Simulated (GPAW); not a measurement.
**KCl (Sylvite) in GPAW: convergence with density grid spacing (A)**

Crystal: KCl (Sylvite).

```
CELL_PARAMETERS angstrom
0.00000 3.14647 3.14647
3.14647 0.00000 3.14647
3.14647 3.14647 0.00000
ATOMIC_POSITIONS crystal
K 0.00000 0.00000 0.00000
Cl 0.50000 0.50000 0.50000
```

* Program: GPAW 26.7.0
* Task: convergence study
* Functional: LDA
* Potentials or basis: the program's PAW data sets (release 1.2.1) made for this functional
* Cutoff: 600 eV
* Basis: pw
* Grid spacing: 0.24 Å
* k mesh: 7 × 7 × 7
* Occupations: fermi-dirac, width 0.05 eV
* Spin: no spin polarisation

These are the settings of the first run; the series varies density grid spacing (A), with any setting tied to it.

Hardware: 1 thread of Arm Neoverse V2, on a shared host.

| density grid spacing (A) | energy less the tightest run, at zero smearing (meV/atom) | SCF cycles | CPU time (s) | peak memory (GiB) |
| --- | --- | --- | --- | --- |
| 0.24 | 2.32 | 9 | 5.8 | 0.15 |
| 0.2 | 0.05 | 9 | 9 | 0.15 |
| 0.17 | 0.00 | 9 | 12 | 0.16 |
| 0.15 | 0.00 | 9 | 15 | 0.16 |
| 0.13 | 0.00 | 9 | 22 | 0.18 |
| 0.11 | 0.00 | 9 | 33 | 0.21 |
| 0.09 | 0.00 | 9 | 53 | 0.27 |

Against the tightest run, the energy stays within 1 meV/atom from 0.2 on. The tightest run that finished is the yardstick and may itself not be fully converged.
